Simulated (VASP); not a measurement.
# Y (Im-3m) in VASP: further runs

One crystal, Y, is run at these levels: r2SCAN, RPBE; tasks: single point, relaxation of cell and atoms.

All numbers are computed with VASP 6.6.1; they aren't measurements. Logs are shortened: lines on timing, memory, paths and dates and some standing lists are left out, and cuts for length are marked.

## Step 1: The crystal as given

It takes space group Im-3m (No. 229, cubic). Conventional cell: a = 4.068 Å, b = 4.068 Å, c = 4.068 Å, α = 90.00°, β = 90.00°, γ = 90.00°. Y (site symmetry m-3m) is surrounded by 8 Y at 3.52 Å.

The cell was built by a generator and needn't be a form met in nature.

## Step 2: Single point, r2SCAN

Input file POSCAR:

```
Y
1.0
   -2.0338464039      2.0338464039      2.0338464039
    2.0338464039     -2.0338464039      2.0338464039
    2.0338464039      2.0338464039     -2.0338464039
Y
1
Direct
    0.0000000000      0.0000000000      0.0000000000
```

Input file INCAR.step1:

```
SYSTEM = Y
PREC = Accurate ; ENCUT = 520
ISMEAR = -1 ; SIGMA = 0.1
LREAL = .False. ; LASPH = .True.
NELM = 60 ; NBANDS = 12
GGA = PE ; ALGO = Normal
EDIFF = 1E-4 ; LWAVE = .True.
LCHARG = .False.
```

Input file INCAR.step2:

```
SYSTEM = Y
PREC = Accurate ; ENCUT = 520
EDIFF = 1E-6 ; ISMEAR = -1
SIGMA = 0.1 ; LREAL = .False.
LASPH = .True. ; NELM = 60
ALGO = Normal ; ISIF = 2
LWAVE = .False. ; LCHARG = .False.
METAGGA = R2SCAN ; LMIXTAU = .True.
NBANDS = 12 ; ISTART = 1
```

Input file KPOINTS:

```
Automatic mesh
0
Gamma
  7 7 7
  0 0 0
```

Potentials or basis: VASP PAW PBE potentials, release 64 (Y_sv).

On the command line:

```
$ cat potpaw_PBE.64/Y_sv/POTCAR > POTCAR
$ cp INCAR.step1 INCAR
$ mpirun -np 1 vasp_std > vasp.out
$ cp INCAR.step2 INCAR
$ mpirun -np 1 vasp_std > vasp.out
```

OUTCAR:

```text
SYSTEM = Y
   PREC = Accurate
   ENCUT = 520
   EDIFF = 1E-6
   ISMEAR = -1
   LREAL = .False.
   LASPH = .True.
   NELM = 60
   ISIF = 2
   METAGGA = R2SCAN
   ISTART = 1

 ion  position               nearest neighbor table
   1  0.000  0.000  0.000-

  LATTYP: Found a body centered cubic cell.
 ALAT       =     4.0676928078

  Lattice vectors:

 A1 = (  -2.0338464039,   2.0338464039,   2.0338464039)
 A2 = (   2.0338464039,  -2.0338464039,   2.0338464039)
 A3 = (   2.0338464039,   2.0338464039,  -2.0338464039)

Analysis of symmetry for initial positions (statically):
=====================================================================
 Subroutine PRICEL returns:
 Original cell was already a primitive cell.

 Routine SETGRP: Setting up the symmetry group for a
 body centered cubic supercell.

 Subroutine GETGRP returns: Found 48 space group operations
 (whereof 48 operations were pure point group operations)
 out of a pool of 48 trial point group operations.

The static configuration has the point symmetry O_h .

Analysis of symmetry for dynamics (positions and initial velocities):
=====================================================================
 Subroutine PRICEL returns:
 Original cell was already a primitive cell.

 Routine SETGRP: Setting up the symmetry group for a
 body centered cubic supercell.

 Subroutine GETGRP returns: Found 48 space group operations
 (whereof 48 operations were pure point group operations)
 out of a pool of 48 trial point group operations.

The dynamic configuration has the point symmetry O_h .

 Subroutine INISYM returns: Found 48 space group operations
 (whereof 48 operations are pure point group operations),
 and found     1 'primitive' translations

----------------------------------------------------------------------------------------

                                     Primitive cell

  volume of cell :      33.6523

  direct lattice vectors                    reciprocal lattice vectors
    -2.033846404  2.033846404  2.033846404     0.000000000  0.245839607  0.245839607
     2.033846404 -2.033846404  2.033846404     0.245839607  0.000000000  0.245839607
     2.033846404  2.033846404 -2.033846404     0.245839607  0.245839607  0.000000000

  length of vectors
     3.522725306  3.522725306  3.522725306     0.347669706  0.347669706  0.347669706

  position of ions in fractional coordinates (direct lattice)
     0.000000000  0.000000000  0.000000000

  ion indices of the primitive-cell ions
   primitive index   ion index
                 1           1

----------------------------------------------------------------------------------------

 KPOINTS: Automatic mesh

Automatic generation of k-mesh.
 Grid dimensions read from file:
 generate k-points for:    7    7    7

 Generating k-lattice:

  Cartesian coordinates                     Fractional coordinates (reciprocal lattice)
     0.000000000  0.035119944  0.035119944     0.142857143  0.000000000  0.000000000
     0.035119944  0.000000000  0.035119944     0.000000000  0.142857143  0.000000000
     0.035119944  0.035119944  0.000000000     0.000000000  0.000000000  0.142857143

  Length of vectors
     0.049667101  0.049667101  0.049667101

  Shift w.r.t. Gamma in fractional coordinates (k-lattice)
     0.000000000  0.000000000  0.000000000

 Subroutine IBZKPT returns following result:
 ===========================================

 Found     20 irreducible k-points:

 Following reciprocal coordinates:
            Coordinates               Weight
  0.000000  0.000000  0.000000      1.000000
  0.142857  0.000000  0.000000     12.000000
  0.285714  0.000000  0.000000     12.000000
  0.428571  0.000000  0.000000     12.000000
  0.142857  0.142857  0.000000     24.000000
  0.285714  0.142857  0.000000     48.000000
[... 12 lines left out ...]
 -0.428571 -0.428571  0.285714      8.000000
 -0.428571  0.428571  0.428571      6.000000
   k-points           NKPTS =     20   k-points in BZ     NKDIM =     20   number of bands    NBANDS=     12
   number of dos      NEDOS =    301   number of ions     NIONS =      1
   total plane-waves  NPLWV =  21952
   dimension x,y,z NGX =    28 NGY =   28 NGZ =   28
   dimension x,y,z NGXF=    56 NGYF=   56 NGZF=   56
   ions per type =               1
   NGX,Y,Z   is equivalent  to a cutoff of  13.21, 13.21, 13.21 a.u.
   NGXF,Y,Z  is equivalent  to a cutoff of  26.43, 26.43, 26.43 a.u.
 SYSTEM =  Y
   PREC   = accura    normal or accurate (medium, high low for compatibility)
   ISTART =      1    job   : 0-new  1-cont  2-samecut
   ICHARG =      0    charge: 1-file 2-atom 10-const
   ISPIN  =      1    spin polarized calculation?
   LNONCOLLINEAR =      F non collinear calculations
   LSORBIT =      F    spin-orbit coupling
   LASPH  =      T    aspherical Exc in radial PAW
   ENCUT  =  520.0 eV  38.22 Ry    6.18 a.u.   6.55  6.55  6.55*2*pi/ulx,y,z
   NELM   =     60;   NELMIN=  2; NELMDL=  0     # of ELM steps
   EDIFF  = 0.1E-05   stopping-criterion for ELM
   LREAL  =      F    real-space projection
   EDIFFG = 0.1E-04   stopping-criterion for IOM
   NSW    =      0    number of steps for IOM
   IBRION =     -1    ionic relax: 0-MD 1-quasi-New 2-CG
   NFREE  =      0    steps in history (QN), initial steepest desc. (CG)
   ISIF   =      2    stress and relaxation
   ISYM   =      2    0-nonsym 1-usesym 2-fastsym
   POTIM  = 0.5000    time-step for ionic-motion
   TEBEG  =    0.0;   TEEND  =   0.0 temperature during run
   PSTRESS=    0.0 pullay stress
   NELECT =      11.0000    total number of electrons
   NUPDOWN=      -1.0000    fix difference up-down
   EMIN   =  10.00;   EMAX   =-10.00  energy-range for DOS
   EFERMI =   0.00;   METHOD = LEGACY
   ISMEAR =    -1;   SIGMA  =   0.10  broadening in eV -4-tet -1-fermi 0-gaus
   EFERMI_NEDOS =   21; number of points for ismear=-14 and -15
   IALGO  =     38    algorithm
   IMIX   =      4    mixing-type and parameters
     AMIX     =   0.40;   BMIX     =  1.00
     AMIX_MAG =   1.60;   BMIX_MAG =  1.00
  volume/ion in A,a.u.               =      33.65       227.10
  Fermi-wavevector in a.u.,A,eV,Ry     =   1.127719  2.131080 17.303212  1.271750
  Thomas-Fermi vector in A             =   2.264406
   LORBIT       =      0    0 simple, 1 ext, 2 COOP (PROOUT), +10 PAW based schemes
   METAGGA = R2SCAN    functional components
   LHFCALC =     F    Hartree Fock is set to
   AEXX    =    0.0000 exact exchange contribution
   IVDW    =     0    specifies the selected vdW correction
   LEPSILON=     F    determine dielectric tensor
   LRPA    =     F    only Hartree local field effects (RPA)
 non-spin polarized calculation
  energy-cutoff  :      520.00
  volume of cell :       33.65
 maximum number of plane-waves:       935
 NGX is ok and might be reduce to    28
   NGX = 13   NGY = 13   NGZ = 13

 number of electron      11.0000000 magnetization

 Free energy of the ion-electron system (eV)
  ---------------------------------------------------
  ext. energy  EPLUGINS =         0.00000000
  ---------------------------------------------------
  free energy    TOTEN  =       -20.21132574 eV

  energy without entropy =      -20.14051794  energy(sigma->0) =      -20.17592184

 E-fermi :   3.0743     XC(G=0):  -9.9587

 val. band max:        3.0559649731   @ k =  -0.4286   0.4286   0.1429
 cond. band min:       3.0781767230   @ k =   0.2857   0.1429   0.1429
 fundamental gap:      0.0222117499
 Fermi energy:         3.0743285827

 k-point     1 :       0.0000    0.0000    0.0000
  band No.  band energies     occupation
      1     -41.3830      2.00000
      2     -20.4328      2.00000
      3     -20.4328      2.00000
      4     -20.4328      2.00000
      5      -1.9345      2.00000
      6       5.0272      0.00000
      7       5.0272      0.00000
      8       5.0272      0.00000
      9       6.8293      0.00000
     10       6.8293      0.00000
     11      13.6720      0.00000
     12      13.6720      0.00000

 k-point     2 :       0.1429    0.0000    0.0000
  band No.  band energies     occupation
      1     -41.3708      2.00000
      2     -20.5358      2.00000
      3     -20.4643      2.00000
      4     -20.4335      2.00000
      5      -1.4129      2.00000
      6       4.6508      0.00000
      7       4.7284      0.00000
      8       5.5302      0.00000
      9       6.4503      0.00000
     10       6.8308      0.00000
     11      14.0305      0.00000
     12      14.6744      0.00000

 k-point     3 :       0.2857    0.0000    0.0000
  band No.  band energies     occupation
      1     -41.3435      2.00000
      2     -20.7593      2.00000
      3     -20.5341      2.00000
      4     -20.4351      2.00000
      5      -0.1174      2.00000
      6       3.7890      0.00157
      7       3.9641      0.00027
      8       6.6131      0.00000
      9       6.9349      0.00000
     10       6.9925      0.00000
     11      13.1571      0.00000
     12      13.6891      0.00000
[... 226 lines left out ...]
 k-point    19 :      -0.4286   -0.4286    0.2857
  band No.  band energies     occupation
      1     -41.2842      2.00000
      2     -20.8018      2.00000
      3     -20.8018      2.00000
      4     -20.6713      2.00000
      5       1.9619      1.99997
      6       1.9619      1.99997
      7       5.0763      0.00000
      8       7.2949      0.00000
      9       7.2949      0.00000
     10      10.2494      0.00000
     11      10.3163      0.00000
     12      10.3163      0.00000

 k-point    20 :      -0.4286    0.4286    0.4286
  band No.  band energies     occupation
      1     -41.2765      2.00000
      2     -20.7912      2.00000
      3     -20.7717      2.00000
      4     -20.7717      2.00000
      5       1.6647      2.00000
      6       1.7105      2.00000
      7       7.1220      0.00000
      8       7.1220      0.00000
      9       8.0113      0.00000
     10       8.3214      0.00000
     11      10.4208      0.00000
     12      10.4208      0.00000

------------------------ aborting loop because EDIFF is reached ----------------------------------------

  FORCE on cell =-STRESS in cart. coord.  units (eV):
  Direction    XX          YY          ZZ          XY          YZ          ZX
  --------------------------------------------------------------------------------------
  -------------------------------------------------------------------------------------
  Total        0.0196721      0.0196721      0.0196721      0.0000000      0.0000000     -0.0000000
  in kB        0.9365862      0.9365862      0.9365862      0.0000000      0.0000000     -0.0000000
  external PRESSURE =       0.9365862 kB  Pullay stress =       0.0000000 kB

 VOLUME and BASIS-vectors are now :
 -----------------------------------------------------------------------------
  energy-cutoff  :      520.00
  volume of cell :       33.65
      direct lattice vectors                 reciprocal lattice vectors
    -2.033846404  2.033846404  2.033846404     0.000000000  0.245839607  0.245839607
     2.033846404 -2.033846404  2.033846404     0.245839607  0.000000000  0.245839607
     2.033846404  2.033846404 -2.033846404     0.245839607  0.245839607  0.000000000

 POSITION                                       TOTAL-FORCE (eV/Angst)
 -----------------------------------------------------------------------------------
      0.00000      0.00000      0.00000         0.000000      0.000000     -0.000000
 -----------------------------------------------------------------------------------
    total drift:                               -0.000000     -0.000000     -0.000000

  FREE ENERGIE OF THE ION-ELECTRON SYSTEM (eV)
  ---------------------------------------------------
  free  energy   TOTEN  =       -20.2113257360 eV

  energy  without entropy=      -20.1405179359  energy(sigma->0) =      -20.17592184
```

Wall time 35 s (1 thread of Intel Xeon Platinum 8488C (Sapphire Rapids), shared host); peak memory 0.17 GiB.

What came out:

| Quantity | Value |
| --- | --- |
| Free energy | -20.2113 eV |
| Pressure | 0.1 GPa |
| Band gap on the k mesh | none (metal or under the smearing width) |

Caveat: the PAW data sets were made with another functional, which shifts forces and pressure a little.

## Step 3: Relaxation of cell and atoms, r2SCAN

This run uses another cell than the first one, of 26.83 Å³/atom, 0.797 times its volume.

Input file POSCAR:

```
Y
1.0
   -1.8860180000      1.8860180000      1.8860180000
    1.8860180000     -1.8860180000      1.8860180000
    1.8860180000      1.8860180000     -1.8860180000
Y
1
Direct
    0.0000000000      0.0000000000      0.0000000000
```

Input file INCAR.step1:

```
  ALGO = Normal
  EDIFF = 1E-4
  ENCUT = 600
  GGA = PE
  ISMEAR = -1
  LASPH = True
  LCHARG = False
  LREAL = False
  LWAVE = True
  NELM = 80
  PREC = Accurate
  SIGMA = 0.1
```

Input file INCAR.step2:

```
  ALGO = Normal
  EDIFF = 1E-6
  EDIFFG = -0.01
  ENCUT = 600
  IBRION = 2
  ISIF = 3
  ISMEAR = -1
  ISTART = 1
  LASPH = True
  LCHARG = False
  LMIXTAU = True
  LREAL = False
  LWAVE = False
  METAGGA = R2SCAN
  NELM = 80
  NSW = 60
  PREC = Accurate
  SIGMA = 0.1
```

Input file KPOINTS:

```
k-points
0
Gamma
  7 7 7
```

Potentials or basis: VASP PAW PBE potentials, release 64 (Y_sv).

On the command line:

```
$ cat potpaw_PBE.64/Y_sv/POTCAR > POTCAR
$ cp INCAR.step1 INCAR
$ mpirun -np 1 vasp_std > vasp.out
$ cp INCAR.step2 INCAR
$ mpirun -np 1 vasp_std > vasp.out
```

Wall time 97 s (1 thread of Intel Xeon Platinum 8488C (Sapphire Rapids), shared host); peak memory 0.18 GiB.

Results (log left out):

```
Free energy                            : -20.2110 eV
Relaxed volume                         : 33.68 Å³/atom
Relaxed cell                           : a = 3.524 Å, b = 3.524 Å, c = 3.524 Å, α = 109.47°, β = 109.47°, γ = 109.47°
Space group after relaxing (to 0.05 Å) : Im-3m (No. 229)
Energy gained by relaxing              : 227.5 meV/atom
Ionic steps                            : 3
Pressure after relaxing                : 0.0 GPa
Band gap on the k mesh                 : none (metal or under the smearing width)
```

Step by step:
| step | energy change (eV) | largest force (eV/Å) | pressure (GPa) | volume (Å³) |
| --- | --- | --- | --- | --- |
| 1 | 0.0000 | 0.0000 | 12.13 | 26.83 |
| 2 | -0.2165 | 0.0000 | -1.87 | 35.53 |
| 3 | -0.2275 | 0.0000 | -0.01 | 33.68 |

Final structure:
```yaml
crystal:
  lattice:
    - [-2.03435, 2.03435, 2.03435]
    - [2.03435, -2.03435, 2.03435]
    - [2.03435, 2.03435, -2.03435]
  atoms:
    - { symbol: Y, position: [0.00000, 0.00000, 0.00000] }
```

Levels at points of the mesh, in eV from the Fermi level:
| k point | band 2 | band 3 | band 4 | band 5 | band 6 | band 7 | band 8 | band 9 |
| --- | --- | --- | --- | --- | --- | --- | --- | --- |
| (0.00, 0.00, 0.00) | -23.51 | -23.51 | -23.51 | -5.01 | 1.95 | 1.95 | 1.95 | 3.75 |

Caveat: the volume moved by over 15 % at a fixed basis, so the end points are rough; the PAW data sets were made with another functional, which shifts forces and pressure a little.

## Step 4: Single point, RPBE

This run uses another cell than the first one, of 34.42 Å³/atom, 1.023 times its volume.

Input file INCAR:

```
  ALGO = Fast
  EDIFF = 1E-6
  ENCUT = 520
  GGA = RP
  ISIF = 2
  ISMEAR = -5
  LASPH = T
  LCHARG = F
  LREAL = F
  LWAVE = F
  NBANDS = 12
  NELM = 60
  PREC = Accurate
  SIGMA = 0.1
```

KPOINTS is that of step 3.

Input file POSCAR:

```
Y
1.0
   -2.0492917123      2.0492917123      2.0492917123
    2.0492917123     -2.0492917123      2.0492917123
    2.0492917123      2.0492917123     -2.0492917123
Y
1
Direct
    0.0000000000      0.0000000000      0.0000000000
```

On the command line:

```
$ cat potpaw_PBE.64/Y_sv/POTCAR > POTCAR
$ mpirun -np 1 vasp_std > vasp.out
```

Run time: 13 s. Hardware: 1 thread of Intel Xeon Platinum 8488C (Sapphire Rapids), shared host; peak memory 0.17 GiB.

Results (log left out):

| Item | Value |
| --- | --- |
| Free energy | -5.9937 eV |
| Pressure | -0.3 GPa |
| Band gap on the k mesh | none (metal or under the smearing width) |

Levels at points of the mesh, in eV from the Fermi level:
```
           k point  band 1  band 2  band 3  band 4  band 5  band 6  band 7  band 8  band 9  band 10
(0.00, 0.00, 0.00)  -43.07  -22.80  -22.80  -22.80   -4.76    1.60    1.60    1.60    3.39     3.39
```

Caveat: the PAW data sets were made with another functional, which shifts forces and pressure a little; tetrahedron occupations give inexact forces and stress in metals.

(Continued in part 2 of 2.)
